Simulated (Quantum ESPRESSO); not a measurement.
## MnS (Browneite): the choice of functional

Aim: see how far moments and order energies of MnS (Browneite) move with the functional, and what each rung costs.

Method: LDA with U = 4 eV on Mn d (ortho-atomic projectors); plane waves with GBRV 1.5 LDA potentials, no spin-orbit coupling (settings of the first rung), in Quantum ESPRESSO 7.5.

Report form: the programs' logs are mostly left out.

### 1. Set-up

Symmetry: F-43m, No. 216, cubic system. The conventional cell has a = 5.600 Å, b = 5.600 Å, c = 5.600 Å, α = 90.00°, β = 90.00°, γ = 90.00°. Mn has 4 S at 2.42 Å nearest. Nearest to S lie 4 Mn at 2.42 Å. Farther neighbours and most contacts between anions are not listed.

The cell comes from the Crystallography Open Database.

### 2. Rung 1, start ferro +

Input file pw.in:

```
&CONTROL
  calculation = 'scf'
  prefix = 'pwscf'
  outdir = './tmp'
  pseudo_dir = './pseudo'
  disk_io = 'nowf'
/
&SYSTEM
  ibrav = 0
  nat = 2
  ntyp = 2
  ecutwfc = 40
  ecutrho = 280
  nbnd = 19
  occupations = 'smearing'
  smearing = 'fd'
  degauss = 0.00367493
  nspin = 2
  starting_magnetization(1) = 0.3
  starting_magnetization(2) = 0
/
&ELECTRONS
  conv_thr = 4d-09
  electron_maxstep = 150
  mixing_beta = 0.3
/
ATOMIC_SPECIES
Mn     54.9380 mn_lda_v1.5.uspp.F.UPF
S      32.0600 s_lda_v1.4.uspp.F.UPF
CELL_PARAMETERS angstrom
   0.0000000000    2.8000000000    2.8000000000
   2.8000000000    0.0000000000    2.8000000000
   2.8000000000    2.8000000000    0.0000000000
ATOMIC_POSITIONS crystal
Mn      0.0000000000    0.0000000000    0.0000000000
S       0.2500000000    0.2500000000    0.2500000000
K_POINTS automatic
6 6 6 0 0 0
HUBBARD {ortho-atomic}
U Mn-3d 4.0000
```

Command:

```sh
OMP_NUM_THREADS=1 mpirun -n 2 pw.x -nk 2 -in pw.in > pw.out
```

The job ended after 8.7 s (2 MPI ranks of Intel Xeon 6975P-C (Granite Rapids), shared host; peak memory 0.22 GiB; 17 s of CPU time).

Spin moment in the atom's sphere by atom:

```tsv
atom	spin moment in the atom's sphere (μB)
Mn1	4.33
S2	0.07
```

Read from the output:

* magnetization: 5 μB
* final state: ferromagnetic

### 3. Rung 1, start antiferro q=(0,1/2,1/2) +-

The wavevector q is in fractions of the reciprocal vectors of the crystal's primitive cell, as the cells of these inputs are built from it; moments change sign between cells as cos(2π q·R).

Input file pw.in:

```
&CONTROL
  calculation = 'scf'
  prefix = 'pwscf'
  outdir = './tmp'
  pseudo_dir = './pseudo'
  disk_io = 'nowf'
/
&SYSTEM
  ibrav = 0
  nat = 4
  ntyp = 3
  ecutwfc = 40
  ecutrho = 280
  nbnd = 30
  occupations = 'smearing'
  smearing = 'fd'
  degauss = 0.00367493
  nspin = 2
  starting_magnetization(1) = 0.3
  starting_magnetization(2) = -0.3
  starting_magnetization(3) = 0
/
&ELECTRONS
  conv_thr = 8d-09
  electron_maxstep = 150
  mixing_beta = 0.3
/
ATOMIC_SPECIES
Mn1    54.9380 mn_lda_v1.5.uspp.F.UPF
Mn2    54.9380 mn_lda_v1.5.uspp.F.UPF
S      32.0600 s_lda_v1.4.uspp.F.UPF
CELL_PARAMETERS angstrom
   0.0000000000    2.8000000000    2.8000000000
   5.6000000000    0.0000000000    5.6000000000
   5.6000000000    2.8000000000    2.8000000000
ATOMIC_POSITIONS crystal
Mn1     0.0000000000    0.0000000000    0.0000000000
Mn2     0.0000000000    0.5000000000    0.0000000000
S       0.2500000000    0.0000000000    0.2500000000
S       0.2500000000    0.5000000000    0.2500000000
K_POINTS automatic
6 3 6 0 0 0
HUBBARD {ortho-atomic}
U Mn1-3d 4.0000
U Mn2-3d 4.0000
```

Elapsed: 65 s, on 2 MPI ranks; peak memory 0.35 GiB.

Spin moment in the atom's sphere by atom:

```tsv
atom	spin moment in the atom's sphere (μB)
Mn1	4.25
Mn2	-4.25
S3	0.00
S4	0.00
```

Numbers from this step:

```yaml
magnetization: 0 μB
final_state: antiferromagnetic
```

### 4. Rung 2, start ferro +

Input file pw.in:

```
&CONTROL
  calculation = 'scf'
  prefix = 'pwscf'
  outdir = './tmp'
  pseudo_dir = './pseudo'
  disk_io = 'nowf'
/
&SYSTEM
  ibrav = 0
  nat = 2
  ntyp = 2
  ecutwfc = 40
  ecutrho = 280
  nbnd = 19
  occupations = 'smearing'
  smearing = 'fd'
  degauss = 0.00367493
  nspin = 2
  starting_magnetization(1) = 0.3
  starting_magnetization(2) = 0
/
&ELECTRONS
  conv_thr = 4d-09
  electron_maxstep = 150
  mixing_beta = 0.3
/
ATOMIC_SPECIES
Mn     54.9380 mn_pbesol_v1.5.uspp.F.UPF
S      32.0600 s_pbesol_v1.4.uspp.F.UPF
CELL_PARAMETERS angstrom
   0.0000000000    2.8000000000    2.8000000000
   2.8000000000    0.0000000000    2.8000000000
   2.8000000000    2.8000000000    0.0000000000
ATOMIC_POSITIONS crystal
Mn      0.0000000000    0.0000000000    0.0000000000
S       0.2500000000    0.2500000000    0.2500000000
K_POINTS automatic
6 6 6 0 0 0
HUBBARD {ortho-atomic}
U Mn-3d 4.0000
```

The job ended after 9.4 s (2 MPI ranks; peak memory 0.22 GiB).

This step gave:

```yaml
magnetization: 5 μB
final_state: ferromagnetic
largest_moment: 4.356 μB
```

### 5. Rung 2, start antiferro q=(0,1/2,1/2) +-

Input file pw.in:

```
&CONTROL
  calculation = 'scf'
  prefix = 'pwscf'
  outdir = './tmp'
  pseudo_dir = './pseudo'
  disk_io = 'nowf'
/
&SYSTEM
  ibrav = 0
  nat = 4
  ntyp = 3
  ecutwfc = 40
  ecutrho = 280
  nbnd = 30
  occupations = 'smearing'
  smearing = 'fd'
  degauss = 0.00367493
  nspin = 2
  starting_magnetization(1) = 0.3
  starting_magnetization(2) = -0.3
  starting_magnetization(3) = 0
/
&ELECTRONS
  conv_thr = 8d-09
  electron_maxstep = 150
  mixing_beta = 0.3
/
ATOMIC_SPECIES
Mn1    54.9380 mn_pbesol_v1.5.uspp.F.UPF
Mn2    54.9380 mn_pbesol_v1.5.uspp.F.UPF
S      32.0600 s_pbesol_v1.4.uspp.F.UPF
CELL_PARAMETERS angstrom
   0.0000000000    2.8000000000    2.8000000000
   5.6000000000    0.0000000000    5.6000000000
   5.6000000000    2.8000000000    2.8000000000
ATOMIC_POSITIONS crystal
Mn1     0.0000000000    0.0000000000    0.0000000000
Mn2     0.0000000000    0.5000000000    0.0000000000
S       0.2500000000    0.0000000000    0.2500000000
S       0.2500000000    0.5000000000    0.2500000000
K_POINTS automatic
6 3 6 0 0 0
HUBBARD {ortho-atomic}
U Mn1-3d 4.0000
U Mn2-3d 4.0000
```

Run time: 74 s. Hardware: 2 MPI ranks; peak memory 0.4 GiB.

Numbers from this step:

```
magnetization  : 0 μB
final state    : antiferromagnetic
largest moment : 4.284 μB
```

### 6. Rung 3, start ferro +

Input file pw.in:

```
&CONTROL
  calculation = 'scf'
  prefix = 'pwscf'
  outdir = './tmp'
  pseudo_dir = './pseudo'
  disk_io = 'nowf'
/
&SYSTEM
  ibrav = 0
  nat = 2
  ntyp = 2
  ecutwfc = 40
  ecutrho = 280
  nbnd = 19
  occupations = 'smearing'
  smearing = 'fd'
  degauss = 0.00367493
  nspin = 2
  starting_magnetization(1) = 0.3
  starting_magnetization(2) = 0
/
&ELECTRONS
  conv_thr = 4d-09
  electron_maxstep = 150
  mixing_beta = 0.3
/
ATOMIC_SPECIES
Mn     54.9380 mn_pbe_v1.5.uspp.F.UPF
S      32.0600 s_pbe_v1.4.uspp.F.UPF
CELL_PARAMETERS angstrom
   0.0000000000    2.8000000000    2.8000000000
   2.8000000000    0.0000000000    2.8000000000
   2.8000000000    2.8000000000    0.0000000000
ATOMIC_POSITIONS crystal
Mn      0.0000000000    0.0000000000    0.0000000000
S       0.2500000000    0.2500000000    0.2500000000
K_POINTS automatic
6 6 6 0 0 0
HUBBARD {ortho-atomic}
U Mn-3d 4.0000
```

It took 9.6 s on 2 MPI ranks; peak memory 0.22 GiB; 19 s of CPU time.

Numbers from this step:

| Quantity | Value |
| --- | --- |
| magnetization | 5 μB |
| final state | ferromagnetic |
| largest moment | 4.364 μB |

### 7. Rung 3, start antiferro q=(0,1/2,1/2) +-

Input file pw.in:

```
&CONTROL
  calculation = 'scf'
  prefix = 'pwscf'
  outdir = './tmp'
  pseudo_dir = './pseudo'
  disk_io = 'nowf'
/
&SYSTEM
  ibrav = 0
  nat = 4
  ntyp = 3
  ecutwfc = 40
  ecutrho = 280
  nbnd = 30
  occupations = 'smearing'
  smearing = 'fd'
  degauss = 0.00367493
  nspin = 2
  starting_magnetization(1) = 0.3
  starting_magnetization(2) = -0.3
  starting_magnetization(3) = 0
/
&ELECTRONS
  conv_thr = 8d-09
  electron_maxstep = 150
  mixing_beta = 0.3
/
ATOMIC_SPECIES
Mn1    54.9380 mn_pbe_v1.5.uspp.F.UPF
Mn2    54.9380 mn_pbe_v1.5.uspp.F.UPF
S      32.0600 s_pbe_v1.4.uspp.F.UPF
CELL_PARAMETERS angstrom
   0.0000000000    2.8000000000    2.8000000000
   5.6000000000    0.0000000000    5.6000000000
   5.6000000000    2.8000000000    2.8000000000
ATOMIC_POSITIONS crystal
Mn1     0.0000000000    0.0000000000    0.0000000000
Mn2     0.0000000000    0.5000000000    0.0000000000
S       0.2500000000    0.0000000000    0.2500000000
S       0.2500000000    0.5000000000    0.2500000000
K_POINTS automatic
6 3 6 0 0 0
HUBBARD {ortho-atomic}
U Mn1-3d 4.0000
U Mn2-3d 4.0000
```

Wall time 74 s (2 MPI ranks); peak memory 0.4 GiB; 2.4 min of CPU time.

Read from the output:

| Quantity | Value |
| --- | --- |
| magnetization | 0 μB |
| final state | antiferromagnetic |
| largest moment | 4.293 μB |

### 8. Rung 4, start ferro +

Input file pw.in:

```
&CONTROL
  calculation = 'scf'
  prefix = 'pwscf'
  outdir = './tmp'
  pseudo_dir = './pseudo'
  disk_io = 'nowf'
/
&SYSTEM
  ibrav = 0
  nat = 2
  ntyp = 2
  ecutwfc = 40
  ecutrho = 280
  nbnd = 19
  input_dft = 'wc'
  occupations = 'smearing'
  smearing = 'fd'
  degauss = 0.00367493
  nspin = 2
  starting_magnetization(1) = 0.3
  starting_magnetization(2) = 0
/
&ELECTRONS
  conv_thr = 4d-09
  electron_maxstep = 150
  mixing_beta = 0.3
/
ATOMIC_SPECIES
Mn     54.9380 mn_pbe_v1.5.uspp.F.UPF
S      32.0600 s_pbe_v1.4.uspp.F.UPF
CELL_PARAMETERS angstrom
   0.0000000000    2.8000000000    2.8000000000
   2.8000000000    0.0000000000    2.8000000000
   2.8000000000    2.8000000000    0.0000000000
ATOMIC_POSITIONS crystal
Mn      0.0000000000    0.0000000000    0.0000000000
S       0.2500000000    0.2500000000    0.2500000000
K_POINTS automatic
6 6 6 0 0 0
HUBBARD {ortho-atomic}
U Mn-3d 4.0000
```

Wall time 9.8 s (2 MPI ranks); peak memory 0.22 GiB; 19 s of CPU time.

Numbers from this step:

| Quantity | Value |
| --- | --- |
| magnetization | 5 μB |
| final state | ferromagnetic |
| largest moment | 4.358 μB |

### 9. Rung 4, start antiferro q=(0,1/2,1/2) +-

Input file pw.in:

```
&CONTROL
  calculation = 'scf'
  prefix = 'pwscf'
  outdir = './tmp'
  pseudo_dir = './pseudo'
  disk_io = 'nowf'
/
&SYSTEM
  ibrav = 0
  nat = 4
  ntyp = 3
  ecutwfc = 40
  ecutrho = 280
  nbnd = 30
  input_dft = 'wc'
  occupations = 'smearing'
  smearing = 'fd'
  degauss = 0.00367493
  nspin = 2
  starting_magnetization(1) = 0.3
  starting_magnetization(2) = -0.3
  starting_magnetization(3) = 0
/
&ELECTRONS
  conv_thr = 8d-09
  electron_maxstep = 150
  mixing_beta = 0.3
/
ATOMIC_SPECIES
Mn1    54.9380 mn_pbe_v1.5.uspp.F.UPF
Mn2    54.9380 mn_pbe_v1.5.uspp.F.UPF
S      32.0600 s_pbe_v1.4.uspp.F.UPF
CELL_PARAMETERS angstrom
   0.0000000000    2.8000000000    2.8000000000
   5.6000000000    0.0000000000    5.6000000000
   5.6000000000    2.8000000000    2.8000000000
ATOMIC_POSITIONS crystal
Mn1     0.0000000000    0.0000000000    0.0000000000
Mn2     0.0000000000    0.5000000000    0.0000000000
S       0.2500000000    0.0000000000    0.2500000000
S       0.2500000000    0.5000000000    0.2500000000
K_POINTS automatic
6 3 6 0 0 0
HUBBARD {ortho-atomic}
U Mn1-3d 4.0000
U Mn2-3d 4.0000
```

It took 72 s on 2 MPI ranks; peak memory 0.4 GiB.

Read from the output:

```yaml
magnetization: 0 μB
final_state: antiferromagnetic
largest_moment: 4.286 μB
```

### 10. Rung 5, start ferro +

Input file pw.in:

```
&CONTROL
  calculation = 'scf'
  prefix = 'pwscf'
  outdir = './tmp'
  pseudo_dir = './pseudo'
  disk_io = 'nowf'
/
&SYSTEM
  ibrav = 0
  nat = 2
  ntyp = 2
  ecutwfc = 40
  ecutrho = 280
  nbnd = 19
  input_dft = 'revpbe'
  occupations = 'smearing'
  smearing = 'fd'
  degauss = 0.00367493
  nspin = 2
  starting_magnetization(1) = 0.3
  starting_magnetization(2) = 0
/
&ELECTRONS
  conv_thr = 4d-09
  electron_maxstep = 150
  mixing_beta = 0.3
/
ATOMIC_SPECIES
Mn     54.9380 mn_pbe_v1.5.uspp.F.UPF
S      32.0600 s_pbe_v1.4.uspp.F.UPF
CELL_PARAMETERS angstrom
   0.0000000000    2.8000000000    2.8000000000
   2.8000000000    0.0000000000    2.8000000000
   2.8000000000    2.8000000000    0.0000000000
ATOMIC_POSITIONS crystal
Mn      0.0000000000    0.0000000000    0.0000000000
S       0.2500000000    0.2500000000    0.2500000000
K_POINTS automatic
6 6 6 0 0 0
HUBBARD {ortho-atomic}
U Mn-3d 4.0000
```

It took 9.7 s on 2 MPI ranks; peak memory 0.22 GiB; 19 s of CPU time.

This step gave:

```yaml
magnetization: 5 μB
final_state: ferromagnetic
largest_moment: 4.372 μB
```

### 11. Rung 5, start antiferro q=(0,1/2,1/2) +-

Input file pw.in:

```
&CONTROL
  calculation = 'scf'
  prefix = 'pwscf'
  outdir = './tmp'
  pseudo_dir = './pseudo'
  disk_io = 'nowf'
/
&SYSTEM
  ibrav = 0
  nat = 4
  ntyp = 3
  ecutwfc = 40
  ecutrho = 280
  nbnd = 30
  input_dft = 'revpbe'
  occupations = 'smearing'
  smearing = 'fd'
  degauss = 0.00367493
  nspin = 2
  starting_magnetization(1) = 0.3
  starting_magnetization(2) = -0.3
  starting_magnetization(3) = 0
/
&ELECTRONS
  conv_thr = 8d-09
  electron_maxstep = 150
  mixing_beta = 0.3
/
ATOMIC_SPECIES
Mn1    54.9380 mn_pbe_v1.5.uspp.F.UPF
Mn2    54.9380 mn_pbe_v1.5.uspp.F.UPF
S      32.0600 s_pbe_v1.4.uspp.F.UPF
CELL_PARAMETERS angstrom
   0.0000000000    2.8000000000    2.8000000000
   5.6000000000    0.0000000000    5.6000000000
   5.6000000000    2.8000000000    2.8000000000
ATOMIC_POSITIONS crystal
Mn1     0.0000000000    0.0000000000    0.0000000000
Mn2     0.0000000000    0.5000000000    0.0000000000
S       0.2500000000    0.0000000000    0.2500000000
S       0.2500000000    0.5000000000    0.2500000000
K_POINTS automatic
6 3 6 0 0 0
HUBBARD {ortho-atomic}
U Mn1-3d 4.0000
U Mn2-3d 4.0000
```

It took 69 s on 2 MPI ranks; peak memory 0.4 GiB; 2.3 min of CPU time.

This step gave:

```yaml
magnetization: 0 μB
final_state: antiferromagnetic
largest_moment: 4.304 μB
```

### 12. Rung 6, start ferro +

Input file pw.in:

```
&CONTROL
  calculation = 'scf'
  prefix = 'pwscf'
  outdir = './tmp'
  pseudo_dir = './pseudo'
  disk_io = 'nowf'
/
&SYSTEM
  ibrav = 0
  nat = 2
  ntyp = 2
  ecutwfc = 40
  ecutrho = 280
  nbnd = 19
  input_dft = 'rpbe'
  occupations = 'smearing'
  smearing = 'fd'
  degauss = 0.00367493
  nspin = 2
  starting_magnetization(1) = 0.3
  starting_magnetization(2) = 0
/
&ELECTRONS
  conv_thr = 4d-09
  electron_maxstep = 150
  mixing_beta = 0.3
/
ATOMIC_SPECIES
Mn     54.9380 mn_pbe_v1.5.uspp.F.UPF
S      32.0600 s_pbe_v1.4.uspp.F.UPF
CELL_PARAMETERS angstrom
   0.0000000000    2.8000000000    2.8000000000
   2.8000000000    0.0000000000    2.8000000000
   2.8000000000    2.8000000000    0.0000000000
ATOMIC_POSITIONS crystal
Mn      0.0000000000    0.0000000000    0.0000000000
S       0.2500000000    0.2500000000    0.2500000000
K_POINTS automatic
6 6 6 0 0 0
HUBBARD {ortho-atomic}
U Mn-3d 4.0000
```

Elapsed: 9.7 s, on 2 MPI ranks; peak memory 0.22 GiB.

This step gave:

```yaml
magnetization: 5 μB
final_state: ferromagnetic
largest_moment: 4.374 μB
```

### 13. Rung 6, start antiferro q=(0,1/2,1/2) +-

Input file pw.in:

```
&CONTROL
  calculation = 'scf'
  prefix = 'pwscf'
  outdir = './tmp'
  pseudo_dir = './pseudo'
  disk_io = 'nowf'
/
&SYSTEM
  ibrav = 0
  nat = 4
  ntyp = 3
  ecutwfc = 40
  ecutrho = 280
  nbnd = 30
  input_dft = 'rpbe'
  occupations = 'smearing'
  smearing = 'fd'
  degauss = 0.00367493
  nspin = 2
  starting_magnetization(1) = 0.3
  starting_magnetization(2) = -0.3
  starting_magnetization(3) = 0
/
&ELECTRONS
  conv_thr = 8d-09
  electron_maxstep = 150
  mixing_beta = 0.3
/
ATOMIC_SPECIES
Mn1    54.9380 mn_pbe_v1.5.uspp.F.UPF
Mn2    54.9380 mn_pbe_v1.5.uspp.F.UPF
S      32.0600 s_pbe_v1.4.uspp.F.UPF
CELL_PARAMETERS angstrom
   0.0000000000    2.8000000000    2.8000000000
   5.6000000000    0.0000000000    5.6000000000
   5.6000000000    2.8000000000    2.8000000000
ATOMIC_POSITIONS crystal
Mn1     0.0000000000    0.0000000000    0.0000000000
Mn2     0.0000000000    0.5000000000    0.0000000000
S       0.2500000000    0.0000000000    0.2500000000
S       0.2500000000    0.5000000000    0.2500000000
K_POINTS automatic
6 3 6 0 0 0
HUBBARD {ortho-atomic}
U Mn1-3d 4.0000
U Mn2-3d 4.0000
```

Run time: 72 s. Hardware: 2 MPI ranks; peak memory 0.4 GiB; 2.4 min of CPU time.

This step gave:

```
magnetization  : 0 μB
final state    : antiferromagnetic
largest moment : 4.307 μB
```

### 14. An input with a fault

One input was spoiled on purpose, to see how the program answers.

Input file pw.in:

```
&CONTROL
  calculation = 'scf'
  prefix = 'pwscf'
  outdir = './tmp'
  pseudo_dir = './pseudo'
  disk_io = 'nowf'
/
&SYSTEM
  ibrav = 0
  nat = 2
  ntyp = 2
  ecutwfc = 40
  ecutrho = 280
  nbnd = 19
  occupations = 'smearing'
  smearing = 'fd'
  degauss = 0.00367493
  nspin = 2
  tot_magnetization = 400
  starting_magnetization(1) = 0.3
  starting_magnetization(2) = 0
/
&ELECTRONS
  conv_thr = 4d-09
  electron_maxstep = 75
  mixing_beta = 0.3
/
ATOMIC_SPECIES
Mn     54.9380 mn_lda_v1.5.uspp.F.UPF
S      32.0600 s_lda_v1.4.uspp.F.UPF
CELL_PARAMETERS angstrom
   0.0000000000    2.8000000000    2.8000000000
   2.8000000000    0.0000000000    2.8000000000
   2.8000000000    2.8000000000    0.0000000000
ATOMIC_POSITIONS crystal
Mn      0.0000000000    0.0000000000    0.0000000000
S       0.2500000000    0.2500000000    0.2500000000
K_POINTS automatic
6 6 6 0 0 0
HUBBARD {ortho-atomic}
U Mn-3d 4.0000
```

It took 0.8 s on 2 MPI ranks; peak memory 0.05 GiB.

The program refused the input before any cycle.

The program's message: “setup (1): too few spin up bands”

The fault put into the input: tot_magnetization larger than the electron count.

### 15. Side by side

Ladder, by row:

```tsv
rung	functional	potentials	state from the first start	state from the second start	second less first (meV a seeded atom)	moment, first (μB)	moment, second (μB)	CPU time (s)
1	LDA	GBRV 1.5 LDA	ferromagnetic	antiferromagnetic	-113.4	4.332	4.251	146.2
2	PBEsol	GBRV 1.5 PBEsol	ferromagnetic	antiferromagnetic	-100.3	4.356	4.284	166
3	PBE	GBRV 1.5 PBE	ferromagnetic	antiferromagnetic	-104.2	4.364	4.293	165.1
4	WC	GBRV 1.5 PBE	ferromagnetic	antiferromagnetic	-99.85	4.358	4.286	162.2
5	revPBE	GBRV 1.5 PBE	ferromagnetic	antiferromagnetic	-98.33	4.372	4.304	155.3
6	RPBE	GBRV 1.5 PBE	ferromagnetic	antiferromagnetic	-97.93	4.374	4.307	161.7
```

### 16. What came out

```json
{"range of the largest moment, first start": "4.33 to 4.37 μB; second start 4.25 to 4.31 μB", "range of CPU time": "2.4 min to 2.8 min", "range of the energy difference": "-113 to -97.9 meV a seeded atom"}
```

**Reading.** For the first start the functionals give moments from 4.33 to 4.37 μB; all use the same cell, so differences in their own lattice constants don't enter. Rungs 4, 5 and 6 use pseudopotentials made with another functional.

[Logs and program files are shortened in this print: banners, set-up blocks, solver, clock and traceback lines can be left out without a mark of their own.]

[Logs are printed without paths, hosts, clocks, repeated set-up lines and the standing remarks that a program may print on its own settings, such as how far it seeks lower states.]

[Hosts, paths, dates, database ids (printed as entryN), source tags and the programs' standing remarks are cut or masked in the printed files.]

[Where a cell is said to come from a database of computed structures, the database is the Materials Project.]
